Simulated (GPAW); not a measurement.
# CdSe (Cadmoselite) (P6_3mc) in GPAW: a series of runs

One crystal, CdSe (Cadmoselite), is run at these levels: MS2, PBE, BP86, LDA, optB88-vdW; tasks: band structure, equation of state.

All numbers are computed with GPAW 26.7.0; they aren't measurements. Logs are shortened: lines on timing, memory, paths and dates and some standing lists are left out, and cuts for length are marked. The log counts tension as positive stress, the text compression.

**The experiment to reproduce.**

From a printed reference work, data compilation, for a bulk crystal of CdSe at 2 K: band gap 1.841 eV.

The results are compared with them further down.

### 1 The crystal as given

The structure is hexagonal, space group P6_3mc (No. 186). The conventional cell has a = 4.300 Å, b = 4.300 Å, c = 7.020 Å, α = 90.00°, β = 90.00°, γ = 120.00°. Cd (site symmetry 3m) is surrounded by 4 Se at 2.61 to 2.70 Å. Around Se (site symmetry 3m) lie 4 Cd at 2.61 to 2.70 Å.

### 2 Band structure, MS2, spin-orbit coupling, no magnetisation

File run.py:

```python
import numpy as np
from ase.dft.bandgap import bandgap
from ase.io import read, write
from ase.units import GPa
from gpaw import GPAW, PW
from gpaw.spinorbit import soc_eigenstates

atoms = read('CdSe.cif')

calc = GPAW(mode=PW(600),
            xc='MGGA_X_MS2+GGA_C_REGTPSS',
            kpts={'size': (5, 5, 3), 'gamma': True},
            occupations={'name': 'fermi-dirac', 'width': 0.05},
            nbands=31,
            convergence={'density': 1e-05, 'energy': 1e-05},
            maxiter=150,
            txt='gpaw.txt')
atoms.calc = calc
energy = atoms.get_potential_energy()
forces = atoms.get_forces()
stress = atoms.get_stress()
calc.write('gs.gpw')
write('result.traj', atoms)
print(f'Energy: {energy:.6f} eV')
print('Forces (eV/A):')
print(forces.round(4))
print('Stress (GPa):', (stress / GPa).round(3))
print('Fermi level:', round(calc.get_fermi_level(), 4), 'eV')
print(f'Gap: {bandgap(calc)[0]:.4f} eV, direct: {bandgap(calc, direct=True)[0]:.4f} eV')

path = atoms.cell.bandpath('GMKGALHA,LM,KH', npoints=60, eps=1e-4)
bs_calc = calc.fixed_density(kpts=path, symmetry='off', nbands=52,
                             convergence={'bands': 'CBM+6.0', 'eigenstates': 1e-6}, txt='bands.txt')
bs = bs_calc.band_structure()
bs.write('bs.json')
print(f'Gap on the path: {bandgap(bs_calc)[0]:.4f} eV')

soc = soc_eigenstates(bs_calc, theta=54.7, phi=45, ignore_xc_potential=True)
np.savetxt('soc_bands.dat', soc.eigenvalues(), fmt='%.4f')
mesh = soc_eigenstates('gs.gpw', theta=54.7, phi=45, ignore_xc_potential=True)
np.savetxt('soc_mesh.dat', mesh.eigenvalues(), fmt='%.4f')
print('Fermi level with spin-orbit coupling:', round(mesh.fermi_level, 4), 'eV')
```

File CdSe.cif:

```cif
data_CdSe
_cell_length_a 4.30000000
_cell_length_b 4.30000000
_cell_length_c 7.02000000
_cell_angle_alpha 90.00000000
_cell_angle_beta 90.00000000
_cell_angle_gamma 120.00000000
_space_group_name_H-M_alt 'P1'
_space_group_name_Hall 'P 1'
_space_group_IT_number 1
loop_
_space_group_symop_operation_xyz
'x,y,z'
loop_
_atom_site_label
_atom_site_type_symbol
_atom_site_symmetry_multiplicity
_atom_site_Wyckoff_symbol
_atom_site_fract_x
_atom_site_fract_y
_atom_site_fract_z
_atom_site_occupancy
Cd1 Cd 1 a 0.6666666667 0.3333333333 0.5000000000 1
Cd2 Cd 1 a 0.3333333333 0.6666666667 0.0000000000 1
Se1 Se 1 a 0.6666666667 0.3333333333 0.8850000000 1
Se2 Se 1 a 0.3333333333 0.6666666667 0.3850000000 1
```

Potentials or basis: GPAW PAW data sets (gpaw-data 1.2.1), pw.

The run is started by

```console
> OMP_NUM_THREADS=1 python run.py
```

gpaw.txt:

```text
__  _  _
 | _ |_)|_||  |
 |__||  | ||/\| - 26.7.0

Input parameters:
  mode=PW(ecut=600.0),
  convergence={'density': 1e-05, 'energy': 1e-05},
  kpts=MonkhorstPack(size=(5, 5, 3), gamma=True),
  maxiter=150,
  nbands=31,
  occupations=Occupations(name='fermi-dirac', width=0.05),
  xc=XC(name='MGGA_X_MS2+GGA_C_REGTPSS')

Diagonalizing LCAO Hamiltonian
Converting LCAO to pw mode

            Se

        Se  Cd

        Cd

Atoms  # Å, Bohr magnetons
|   | symbol |         x |        y |        z |    initial magnetic moments |
|---|--------|-----------|----------|----------|-----------------------------|
| 0 |     Cd |  2.150000 | 1.241303 | 3.510000 | ( 0.0000,  0.0000,  0.0000) |
| 1 |     Cd | -0.000000 | 2.482606 | 0.000000 | ( 0.0000,  0.0000,  0.0000) |
| 2 |     Se |  2.150000 | 1.241303 | 6.212700 | ( 0.0000,  0.0000,  0.0000) |
| 3 |     Se | -0.000000 | 2.482606 | 2.702700 | ( 0.0000,  0.0000,  0.0000) |

Unit cell  # Å
| periodic |         x |        y |        z |  lengths |     angles |
|----------|-----------|----------|----------|----------|------------|
|      yes |  4.300000 | 0.000000 | 0.000000 | 4.300000 |  90.000000 |
|      yes | -2.150000 | 3.723909 | 0.000000 | 4.300000 |  90.000000 |
|      yes |  0.000000 | 0.000000 | 7.020000 | 7.020000 | 120.000000 |

Number of symmetries: 6
Symmetry operations  # r_c * U_cc + t_c -> r_c
|   | kind |            matrix            |
|---|------|------------------------------|
| 0 |  σ   |  1, 1, 0,  0,-1, 0,  0, 0, 1 |
| 1 |  E   |  1, 0, 0,  0, 1, 0,  0, 0, 1 |
| 2 |  C3  |  0, 1, 0, -1,-1, 0,  0, 0, 1 |
| 3 |  σ   |  0,-1, 0, -1, 0, 0,  0, 0, 1 |
| 4 |  σ   | -1, 0, 0,  1, 1, 0,  0, 0, 1 |
| 5 |  C3  | -1,-1, 0,  1, 0, 0,  0, 0, 1 |

BZ-sampling:
  Number of BZ points: 75
  Number of IBZ points: 12

  Monkhorst-Pack size: [5, 5, 3]
  Monkhorst-Pack shift: [0, 0, 0]

K-points  # in reciprocal-cell coordinates
|     |                                coordinates |     weight |
|-----|--------------------------------------------|------------|
|   0 | (  0.00000000,   0.00000000,   0.00000000) | 0.01333333 |
|   1 | (  0.00000000,   0.00000000,   0.33333333) | 0.02666667 |
|   2 | (  0.20000000,   0.00000000,  -0.33333333) | 0.08000000 |
|   3 | (  0.20000000,   0.00000000,   0.00000000) | 0.08000000 |
|   4 | (  0.20000000,   0.00000000,   0.33333333) | 0.08000000 |
|   5 | (  0.40000000,  -0.20000000,   0.00000000) | 0.08000000 |
|   6 | (  0.40000000,  -0.20000000,   0.33333333) | 0.16000000 |
|   7 | (  0.40000000,   0.00000000,  -0.33333333) | 0.08000000 |
|   8 | (  0.40000000,   0.00000000,   0.00000000) | 0.08000000 |
|   9 | (  0.40000000,   0.00000000,   0.33333333) | 0.08000000 |
| ... |                                            |            |
|  11 | (  0.40000000,   0.40000000,   0.33333333) | 0.16000000 |

Plane wave coefficients: 3791
Cutoff: 600.0 eV

Spin-components: 1 (collinear spins)
Bands:           31
Projectors:      22
Spin-degeneracy: 2
Datatype:        complex128

Parallelization:
  kpt:    1
  domain: 1
  band:   1

Density:
  Valence electrons: 36.0
  Components: 1
  Grid points: [25 25 40]
  Charge: 0.0  # |e|

Potential:
  Grid points: [25 25 40]

species:
  Cd:
    name:    Cadmium
    Z:       48.0
    valence: 12
    core:    36
    charge:  0.0  # [|e|]
    compensation charges:
      type: gauss
      rc: 0.38  # [Å]
      lmax: 2
    cutoffs:
      filter: 2.12  # [Å]
      core: 2.62  # [Å]
    projectors
    | kind |    occ | energy [eV] | rcut [Å] |
    |------|--------|-------------|----------|
    |   5s |  2.000 |      -5.655 |    1.191 |
    |   5p |  0.000 |      -1.186 |    1.228 |
    |   4d | 10.000 |     -11.739 |    1.164 |
    |    s |        |      21.556 |    1.191 |
    |    p |        |      26.026 |    1.228 |
    |    d |        |      15.473 |    1.164 |

    Using partial waves for Cd as LCAO basis

  Se:
    name:    Selenium
    Z:       34.0
    valence: 6
    core:    28
    charge:  0.0  # [|e|]
    compensation charges:
      type: gauss
      rc: 0.27  # [Å]
      lmax: 2
    cutoffs:
      filter: 1.77  # [Å]
      core: 2.67  # [Å]
    projectors
    | kind |    occ | energy [eV] | rcut [Å] |
    |------|--------|-------------|----------|
    |   4s |  2.000 |     -17.277 |    0.847 |
    |   4p |  4.000 |      -6.512 |    1.005 |
    |    s |        |       9.935 |    0.847 |
    |    p |        |      20.699 |    1.005 |
    |    d |        |       0.000 |    0.847 |

    Using partial waves for Se as LCAO basis

Reference energy: -436553.300934  # eV

eigensolver:
  PPCG
  Converge bands: occupied
  niter=2

density mixing:
  MSR1-Mixer
  Pratt-step length: 0.05
  Maximum mixing coefficient: 0.75
  Old densities: 10
  SVD Regularization: 0.005
  Good broyden scale: 1.0
  Trust region scale: 1.0
  Backstep threshold: 4.0
  History deletion threshold: 6.0
  Fourier metric: weight=20.0, sigma=0.015

occupation numbers:
  Fermi-Dirac:
    width: 0.0500  # eV

poisson solver:
  ecut: 4800.0  # eV

xc functional:
  name: MGGA_X_MS2+GGA_C_REGTPSS with 2 nearest neighbor stencil

convergence criteria:
- Maximum integral of absolute [dens]ity change: 1e-05 electrons / valence electron
- Maximum [total energy] change in last 3 cyles: 1e-05 eV / valence electron
- Maximum integral of absolute [eigenst]ate change: 4e-08 eV^2 / valence electron
maximum number of iterations: 150

SCF iterations
|iter     | |      energy | eigst |  dens |
|---------|-|-------------|-------|-------|
|iter:   1| |  -13.798562 | +0.11 |       |
|iter:   2| |   -1.032936 | -0.46 | -1.13 |
|iter:   3| |   -0.811703 | -2.08 | -1.21 |
|iter:   4| |   -0.715737 | -2.07 | -1.34 |
|iter:   5| |   -0.732371 | -2.19 | -1.53 |
|iter:   6| |   -0.751714 | -2.85 | -1.75 |
|iter:   7| |   -0.754284 | -4.10 | -2.40 |
|iter:   8| |   -0.754575 | -4.78 | -2.96 |
|iter:   9| |   -0.754591c| -5.96 | -3.66 |
|iter:  10| |   -0.754596c| -6.39 | -3.97 |
|iter:  11| |   -0.754596c| -8.03c| -4.52 |
|iter:  12| |   -0.754596c| -7.69c| -4.53 |
|iter:  13| |   -0.754596c| -7.59c| -4.85 |
|iter:  14| |   -0.754596c| -7.74c| -5.19c|

Converged in 14 steps
Energy contributions relative to reference atoms: (reference = -436553.300934)

Energy contributions:
  Kinetic:          31.783847
  Coulomb:         -27.381613
  Zero:             -0.227835
  External:          0.000000
  Xc:               -4.928995
  Entropy:          -0.000002
  Spinorbit:         0.000000
  ----------------------------
  Free energy:      -0.754597
  Extrapolated:     -0.754596

dipole moment: (0.000004, 0.000011, -18.252914)  # |e|*Ang

Fermi level: 3.950
Eigenvalues  # (at kpt = [0.000, 0.000, 0.000])
| band index |      eig [eV] | occ [0-2] |
|------------|---------------|-----------|
|          0 |        -9.413 |     2.000 |
|        ... |               |           |
|         10 |        -4.015 |     2.000 |
|         11 |        -3.737 |     2.000 |
|         12 |        -0.853 |     2.000 |
|         13 |         2.678 |     2.000 |
|         14 |         2.678 |     2.000 |
|         15 |         3.378 |     2.000 |
|         16 |         3.408 |     2.000 |
|         17 |         3.408 |     2.000 |
|         18 |         4.443 |     0.000 |
|         19 |         5.838 |     0.000 |
|         20 |         9.524 |     0.000 |
|         21 |         9.524 |     0.000 |
|         22 |         9.791 |     0.000 |
|         23 |        10.668 |     0.000 |
|         24 |        10.668 |     0.000 |
|         25 |        11.236 |     0.000 |
|        ... |               |           |
|         30 |        14.704 |     0.000 |

Gap: 1.035 eV
Transition (v -> c):
  (s=0, k=0, n=17, [0.00, 0.00, 0.00]) -> (s=0, k=0, n=18, [0.00, 0.00, 0.00])
No difference between direct/indirect transitions

Forces  # eV/Ang
|        x |        y |        z |
|----------|----------|----------|
|  0.00000 | -0.00000 |  0.27266 |  # Cd   0
|  0.00000 |  0.00000 |  0.27279 |  # Cd   1
|  0.00000 |  0.00000 | -0.27357 |  # Se   2
| -0.00000 | -0.00000 | -0.27357 |  # Se   3

Stress tensor  # eV/Ang^3
|         x |         y |         z |
|-----------|-----------|-----------|
| -0.010200 |  0.000000 |  0.000000 |
|  0.000000 | -0.010200 | -0.000000 |
|  0.000000 | -0.000000 |  0.002512 |

# Writing to gs.gpw (mode='')
```

It took 5 min on 1 thread of Arm Neoverse V2, shared host; peak memory 0.63 GiB.

Results:

* Free energy: -0.7546 eV
* Pressure: 1.0 GPa
* Largest force: 0.274 eV/Å
* Band gap on the k mesh: 0.92 eV, direct
* Band gap along the path: 0.92 eV, direct

Forces in eV/Å, atoms in the order of the input:
```
Cd   0.000  0.000  0.273
Cd   0.000  0.000  0.273
Se   0.000  0.000 -0.274
Se   0.000  0.000 -0.274
```

Stress tensor (GPa, compression positive):
```
 1.63  0.00  0.00
 0.00  1.63  0.00
 0.00  0.00 -0.40
```

Levels at the corners of the path, in eV from the valence-band top:
```
point  band 32  band 33  band 34  band 35  band 36  band 37  band 38  band 39  band 40  band 41
    Γ    -0.37    -0.01    -0.01     0.00     0.00     0.92     0.92     2.31     2.31     5.77
    M    -2.01    -1.41    -1.41    -0.94    -0.94     3.38     3.38     3.45     3.45     4.81
    K    -2.02    -1.98    -1.94    -1.83    -1.83     4.37     4.37     4.86     5.03     5.08
    Γ    -0.37    -0.01    -0.01     0.00     0.00     0.92     0.92     2.31     2.31     5.77
    A    -0.61    -0.38    -0.38    -0.38    -0.38     2.51     2.51     2.51     2.51     5.87
    L    -1.57    -1.39    -1.39    -1.39    -1.39     3.11     3.11     3.11     3.11     4.89
    H    -2.60    -1.24    -1.24    -1.18    -1.18     3.95     3.95     4.01     4.01     5.84
    A    -0.61    -0.38    -0.38    -0.38    -0.38     2.51     2.51     2.51     2.51     5.87
    L    -1.57    -1.39    -1.39    -1.39    -1.39     3.11     3.11     3.11     3.11     4.89
    M    -2.01    -1.41    -1.41    -0.94    -0.94     3.38     3.38     3.45     3.45     4.81
    K    -2.02    -1.98    -1.94    -1.83    -1.83     4.37     4.37     4.86     5.03     5.08
    H    -2.60    -1.24    -1.24    -1.18    -1.18     3.95     3.95     4.01     4.01     5.84
```

Caveat: spin-orbit coupling was added after a scalar SCF, so levels and gaps hold it while energy, forces, pressure and moments don't; this program's spin-orbit splittings come out too wide for heavy elements; the PAW data sets were made with another functional, which shifts forces and pressure a little.

### 3 Band structure, PBE

File run.py:

```python
from ase import Atoms
from ase.dft.bandgap import bandgap
from ase.io import write
from gpaw import GPAW

atoms = Atoms(['Cd', 'Cd', 'Se', 'Se'],
              cell=[[4.3, 0.0, 0.0],
                    [-2.15, 3.7239092363, 0.0],
                    [0.0, 0.0, 7.02]],
              scaled_positions=[[0.6666666667, 0.3333333333, 0.5],
                                [0.3333333333, 0.6666666667, 0.0],
                                [0.6666666667, 0.3333333333, 0.885],
                                [0.3333333333, 0.6666666667, 0.385]],
              pbc=True)

calc = GPAW(mode='fd',
            h=0.2,
            xc='PBE',
            kpts={'size': (5, 5, 3), 'gamma': True},
            occupations={'name': 'fermi-dirac', 'width': 0.05},
            nbands=31,
            convergence={'density': 1e-05, 'energy': 1e-05},
            maxiter=150,
            txt='gpaw.txt')
atoms.calc = calc
energy = atoms.get_potential_energy()
forces = atoms.get_forces()
calc.write('gs.gpw')
write('result.traj', atoms)
print(f'Energy: {energy:.6f} eV')
print('Forces (eV/A):')
print(forces.round(4))
print('Fermi level:', round(calc.get_fermi_level(), 4), 'eV')
print(f'Gap: {bandgap(calc)[0]:.4f} eV, direct: {bandgap(calc, direct=True)[0]:.4f} eV')

path = atoms.cell.bandpath('GMKGALHA,LM,KH', npoints=60, eps=1e-4)
bs_calc = calc.fixed_density(kpts=path, symmetry='off', nbands=52,
                             convergence={'bands': 'CBM+6.0', 'eigenstates': 1e-6}, txt='bands.txt')
bs = bs_calc.band_structure()
bs.write('bs.json')
print(f'Gap on the path: {bandgap(bs_calc)[0]:.4f} eV')
```

Potentials or basis: GPAW PAW data sets (gpaw-data 1.2.1), fd.

The run is started by

```console
> OMP_NUM_THREADS=1 python run.py
```

It took 6.9 min on 1 thread of Arm Neoverse V2, shared host; peak memory 1.2 GiB.

The run converged. Its results:

| Quantity | Value |
| --- | --- |
| Free energy | -11.3569 eV |
| Band gap on the k mesh | 0.69 eV, direct |
| Band gap along the path | 0.69 eV, direct |

Levels at the corners of the path, in eV from the valence-band top:
```csv
point,band 15,band 16,band 17,band 18,band 19,band 20,band 21,band 22
Γ,-0.72,-0.01,0.00,0.00,0.69,2.11,5.85,5.85
M,-2.58,-1.87,-1.25,-0.84,3.22,3.30,4.80,6.13
K,-3.08,-1.80,-1.80,-1.79,4.39,4.79,4.79,7.04
Γ,-0.72,-0.01,0.00,0.00,0.69,2.11,5.85,5.85
A,-0.38,-0.38,-0.38,-0.38,2.33,2.33,5.80,5.80
L,-1.39,-1.39,-1.30,-1.30,2.98,2.98,4.78,4.78
H,-2.50,-2.50,-1.07,-1.07,3.79,3.79,5.91,5.91
A,-0.38,-0.38,-0.38,-0.38,2.33,2.33,5.80,5.80
L,-1.39,-1.39,-1.30,-1.30,2.98,2.98,4.78,4.78
M,-2.58,-1.87,-1.25,-0.84,3.22,3.30,4.80,6.13
K,-3.08,-1.80,-1.80,-1.79,4.39,4.79,4.79,7.04
H,-2.50,-2.50,-1.07,-1.07,3.79,3.79,5.91,5.91
```

Caveat: the real-space grid adds noise to forces; the forces don't sum to zero, a sign of grid noise.

### 4 Band structure, BP86, spin-orbit coupling, no magnetisation

File run.py:

```python
import numpy as np
from ase.dft.bandgap import bandgap
from ase.io import read, write
from ase.units import GPa
from gpaw import GPAW, PW, setup_paths
from gpaw.spinorbit import soc_eigenstates

setup_paths.insert(0, '.')

atoms = read('CdSe.xyz')

calc = GPAW(mode=PW(600),
            xc='GGA_X_B88+GGA_C_P86',
            kpts={'size': (5, 5, 3), 'gamma': True},
            occupations={'name': 'fermi-dirac', 'width': 0.05},
            nbands=31,
            convergence={'density': 1e-05, 'energy': 1e-05},
            maxiter=150,
            txt='gpaw.txt')
atoms.calc = calc
energy = atoms.get_potential_energy()
forces = atoms.get_forces()
stress = atoms.get_stress()
calc.write('gs.gpw')
write('result.traj', atoms)
print(f'Energy: {energy:.6f} eV')
print('Forces (eV/A):')
print(forces.round(4))
print('Stress (GPa):', (stress / GPa).round(3))
print('Fermi level:', round(calc.get_fermi_level(), 4), 'eV')
print(f'Gap: {bandgap(calc)[0]:.4f} eV, direct: {bandgap(calc, direct=True)[0]:.4f} eV')

path = atoms.cell.bandpath('GMKGALHA,LM,KH', npoints=80, eps=1e-4)
bs_calc = calc.fixed_density(kpts=path, symmetry='off', nbands=52,
                             convergence={'bands': 'CBM+6.0', 'eigenstates': 1e-6}, txt='bands.txt')
bs = bs_calc.band_structure()
bs.write('bs.json')
print(f'Gap on the path: {bandgap(bs_calc)[0]:.4f} eV')

soc = soc_eigenstates(bs_calc, theta=90, phi=45)
np.savetxt('soc_bands.dat', soc.eigenvalues(), fmt='%.4f')
mesh = soc_eigenstates('gs.gpw', theta=90, phi=45)
np.savetxt('soc_mesh.dat', mesh.eigenvalues(), fmt='%.4f')
print('Fermi level with spin-orbit coupling:', round(mesh.fermi_level, 4), 'eV')
```

File CdSe.xyz:

```xyz
4
Lattice="4.3000000000 0.0000000000 0.0000000000 -2.1500000000 3.7239092363 0.0000000000 0.0000000000 0.0000000000 7.0200000000" Properties=species:S:1:pos:R:3 pbc="T T T"
Cd     2.1500000002      1.2413030786      3.5100000000
Cd    -0.0000000002      2.4826061577      0.0000000000
Se     2.1500000002      1.2413030786      6.2127000000
Se    -0.0000000002      2.4826061577      2.7027000000
```

Potentials or basis: PAW data sets generated in the run's folder for this functional, pw.

The run is started by

```console
> gpaw-setup -f GGA_X_B88+GGA_C_P86 Cd Se
> OMP_NUM_THREADS=1 python run.py
```

Run time: 2.4 min. Hardware: 1 thread of Arm Neoverse V2, shared host; peak memory 0.59 GiB.

It converged, with:

| Property | Result |
| --- | --- |
| Free energy | -10.8488 eV |
| Pressure | 2.9 GPa |
| Largest force | 0.288 eV/Å |
| Band gap on the k mesh | 0.50 eV, direct |
| Band gap along the path | 0.50 eV, direct |

Forces on the atoms (eV/Å):
```
Cd   0.000  0.000  0.288
Cd   0.000  0.000  0.288
Se   0.000  0.000 -0.288
Se   0.000  0.000 -0.288
```

Stress tensor (GPa, compression positive):
```
3.61 0.00 0.00
0.00 3.61 0.00
0.00 0.00 1.60
```

Levels at the corners of the path, in eV from the valence-band top:
```tsv
point	band 34	band 35	band 36	band 37	band 38	band 39
Γ	-0.01	0.00	0.00	0.50	0.50	1.93
M	-1.40	-0.94	-0.94	3.03	3.03	3.16
K	-1.92	-1.81	-1.81	4.26	4.26	4.44
Γ	-0.01	0.00	0.00	0.50	0.50	1.93
A	-0.38	-0.38	-0.38	2.14	2.14	2.14
L	-1.38	-1.38	-1.38	2.82	2.82	2.82
H	-1.22	-1.16	-1.16	3.58	3.58	3.65
A	-0.38	-0.38	-0.38	2.14	2.14	2.14
L	-1.38	-1.38	-1.38	2.82	2.82	2.82
M	-1.40	-0.94	-0.94	3.03	3.03	3.16
K	-1.92	-1.81	-1.81	4.26	4.26	4.44
H	-1.22	-1.16	-1.16	3.58	3.58	3.65
```

Caveat: spin-orbit coupling was added after a scalar SCF, so levels and gaps hold it while energy, forces, pressure and moments don't; this program's spin-orbit splittings come out too wide for heavy elements.

[end of part 1 of 2]
